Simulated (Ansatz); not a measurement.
CdS: strain and displacement

```
Cd S
1.0
     4.13480    0.00000    0.00000
    -2.06740    3.58084    0.00000
     0.00000    0.00000    6.74900
Cd S
2 2
Cartesian
  0.0000 2.3872 0.0000
  2.0674 1.1936 3.3745
  0.0000 2.3872 2.5984
  2.0674 1.1936 5.9729
```

Atoms are numbered in the order listed.

The cell is COD entry 9008862, as deposited and not checked against the literature; nothing was relaxed. It differs from other determinations.

Method: DFT, PBEsol, all-electron LAPW, scalar-relativistic in Ansatz 0.2.0.

Sampling and basis: a Γ-centred 7×7×4 k mesh, Fermi–Dirac smearing of 0.01 eV, basis error target 1 meV/atom, no spin polarisation.

The unchanged cell is at -0.53 GPa.

Semilocal functionals give too small gaps.

x, y and z are the Cartesian axes of the cell as listed; fractional coordinates follow a strain, and an engineering shear is twice the off-diagonal strain component.

With equal xy, yz and zx engineering shear strains of -2 %: energy change +3 meV/atom; stress change (xx, yy, zz, yz, xz, xy) 0.07, 0.04, 0.02, 0.48, 0.49, 0.85 GPa, compression positive; change of the force on S4 (-0.231, -0.086, -0.009) eV/Å; gap on the k mesh 1.09 → 1.04 eV.

Q: With this change (equal xy, yz and zx engineering shear strains of +1 %), what becomes of the energy and stress and forces and gap?

A: Energy change under 1 meV/atom; stress change (xx, yy, zz, yz, xz, xy) 0.02, 0.01, 0.01, -0.24, -0.24, -0.42 GPa, compression positive; change of the force on S4 (0.106, 0.036, -0.002) eV/Å; gap on the k mesh 1.09 → 1.07 eV.

With equal xy, yz and zx engineering shear strains of +3 %: energy change +6 meV/atom; stress change (xx, yy, zz, yz, xz, xy) 0.14, 0.10, 0.05, -0.70, -0.70, -1.24 GPa, compression positive; change of the force on S4 (0.303, 0.094, -0.020) eV/Å; gap on the k mesh 1.09 → 1.04 eV.

Q: With this change (equal xy, yz and zx engineering shear strains of -3 %), what becomes of the energy and stress and forces and gap?

A: Energy change +6 meV/atom; stress change (xx, yy, zz, yz, xz, xy) 0.15, 0.09, 0.05, 0.73, 0.73, 1.28 GPa, compression positive; change of the force on S4 (-0.357, -0.137, -0.020) eV/Å; gap on the k mesh 1.09 → 1.01 eV.

Q: With this change (equal xy, yz and zx engineering shear strains of -1 %), what becomes of the energy and stress and forces and gap?

A: Energy change under 1 meV/atom; stress change (xx, yy, zz, yz, xz, xy) 0.02, 0.01, 0.01, 0.24, 0.24, 0.42 GPa, compression positive; change of the force on S4 (-0.112, -0.041, -0.002) eV/Å; gap on the k mesh 1.09 → 1.06 eV.

Q: With this change (equal xy, yz and zx engineering shear strains of +2 %), what becomes of the energy and stress and forces and gap?

A: Energy change +3 meV/atom; stress change (xx, yy, zz, yz, xz, xy) 0.06, 0.04, 0.02, -0.47, -0.47, -0.83 GPa, compression positive; change of the force on S4 (0.207, 0.067, -0.009) eV/Å; gap on the k mesh 1.09 → 1.05 eV.
